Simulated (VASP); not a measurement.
# KF: convergence, relaxation of the atoms

KF, P1 (no. 1), 8 atoms in the cell. PBE, relaxation of the atoms; PAW potentials K_sv, F (PBE set). VASP 6.6.1.

Wanted: energy within 1 meV/atom; two shortest distances of each atom within 0.01 Å.

POSCAR:
```
KF
1.0
    5.3437000000      0.0000000000      0.0000000000
    0.0000000000      5.3437000000      0.0000000000
    0.0000000000      0.0000000000      5.3437000000
K F
4 4
Direct
    0.0083630000      0.0053850000      0.0011590000
    0.4869870000      0.5064710000      0.0026620000
    0.4969210000      0.0022670000      0.5016020000
    0.0076960000      0.4951010000      0.5039630000
    0.4943340000      0.4926200000      0.4906240000
    0.0116460000     -0.0047520000      0.4930830000
   -0.0062550000      0.4913980000     -0.0030200000
    0.5003090000      0.0115100000      0.0099270000
```

The series start from Force threshold EDIFFG (eV/Å): -0.02; Electronic threshold EDIFF (eV): 1e-6; Relaxation method: conjugate gradient, POTIM 0.5; Mixing and least electronic steps: default. Each series keeps the choices made before it, and each single choice may use up half of a tolerance.

## Force threshold EDIFFG (eV/Å)

| Force threshold EDIFFG (eV/Å) | Energy less reference (meV/atom) | Two shortest distances of each atom, largest deviation (Å) | Time (s) |
|---|---|---|---|
| -0.1 | 0.9 | 0.021 | 11 |
| -0.05 | 0.5 | 0.011 | 16 |
| -0.03 | 0.2 | 0.004 | 19 |
| -0.02 | 0.0 | 0.005 | 26 |
| -0.01 | 0.0 | 0.001 | 34 |
| -0.005 | 0.0 | 0.001 | 34 |
| -0.002 (reference) | 0.0 | 0.000 | 40 |

Chosen: -0.01, the loosest value from which every tighter one stays within half of the tolerance.

## Electronic threshold EDIFF (eV)

| Electronic threshold EDIFF (eV) | Energy less reference (meV/atom) | Two shortest distances of each atom, largest deviation (Å) | SCF iterations | Time (s) |
|---|---|---|---|---|
| 0.001 | 0.0 | 0.001 | 53 | 25 |
| 0.0001 | 0.0 | 0.001 | 70 | 29 |
| 1e-5 | 0.0 | 0.001 | 89 | 36 |
| 1e-6 | 0.0 | 0.000 | 88 | 34 |
| 1e-7 (reference) | 0.0 | 0.000 | 95 | 35 |

Chosen: 0.001.

## Relaxation method

| Relaxation method | Energy less reference (meV/atom) | Two shortest distances of each atom, largest deviation (Å) | Time (s) |
|---|---|---|---|
| conjugate gradient, POTIM 0.5 | 0.0 | 0.000 | 25 |
| conjugate gradient, POTIM 0.2 | 0.0 | 0.001 | 40 |
| conjugate gradient, POTIM 1.0 | 0.0 | 0.002 | 28 |
| quasi-Newton, POTIM 0.5 | 0.0 | 0.002 | 33 |
| quasi-Newton, POTIM 0.3, 10 steps kept | 0.0 | 0.002 | 62 |
| quasi-Newton, POTIM 0.5, at least 5 electronic steps | 0.0 | 0.002 | 35 |
| damped dynamics, POTIM 0.2, SMASS 0.4 | 0.0 | 0.003 | 29 |
| damped dynamics, POTIM 0.4, SMASS 0.8 | 0.0 | 0.001 | 27 |
| velocity quench, POTIM 0.1 | 0.0 | 0.003 | 19 |

Chosen: velocity quench, POTIM 0.1; it saves 6.0 s of 25, so conjugate gradient, POTIM 0.5 would do nearly as well.

## Mixing and least electronic steps

| Mixing and least electronic steps | Energy less reference (meV/atom) | Two shortest distances of each atom, largest deviation (Å) | SCF iterations | Time (s) |
|---|---|---|---|---|
| default | 0.0 | 0.000 | 41 | 19 |
| MAXMIX 40 | 0.0 | 0.002 | 44 | 20 |
| NELMIN 4 | 0.0 | 0.001 | 47 | 19 |
| NELMIN 4, MAXMIX 40 | 0.0 | 0.002 | 51 | 20 |
| ALGO Fast | 0.1 | 0.002 | 49 | 22 |

Chosen: default; no other choice that stays within half of the tolerance saves 30 % of the time.

## All choices together

| Input | Energy less reference (meV/atom) | Two shortest distances of each atom, largest deviation (Å) | Time (s) |
|---|---|---|---|
| program defaults (naive) | 0.1 | 0.006 | 18 |
| chosen settings | 0.0 | 0.003 | 19 |
| reference settings throughout | 0.0 | 0.000 | 37 |

The tolerance is met.

## The input

INCAR:
```
SYSTEM = KF
PREC = Normal
ENCUT = 500
EDIFF = 0.001
ISMEAR = 0
SIGMA = 0.05
LREAL = .False.
LASPH = .True.
NELM = 100
ALGO = Normal
LWAVE = .False.
LCHARG = .False.
IBRION = 3
NSW = 150
ISIF = 2
EDIFFG = -0.01
POTIM = 0.1
KPAR = 8
```

KPOINTS:
```
k-points
0
Gamma
  3 3 3
```

Commands:
```
cat potpaw_PBE.64/K_sv/POTCAR potpaw_PBE.64/F/POTCAR > POTCAR
mpirun -np 8 vasp_std > vasp.out
```

The naive input happens to agree within the tolerance here, in 18 s.

Limits: the start was distorted on purpose (atoms moved at random), so the space group given is the start's and not the crystal's.

The chosen input took VASP 6.6.1 19 s on 8 cores (AMD EPYC 9R45 (Zen 5)), a shared host.

## An input that fails: ionic step far too long

VASP's message: internal error in: us.F  at line: 1398 internal ERROR SETYLM_AUG: -56 40 2284 4 -57 39 39 If you are not a developer, you should not encounter this problem. Please submit a bug report.

Changes against the starting input:
```
- NELM = 100
- IBRION = 2
- NSW = 150
- POTIM = 0.5
+ NELM = 60
+ IBRION = 3
+ NSW = 30
+ POTIM = 5.0
+ SMASS = 0.4
```
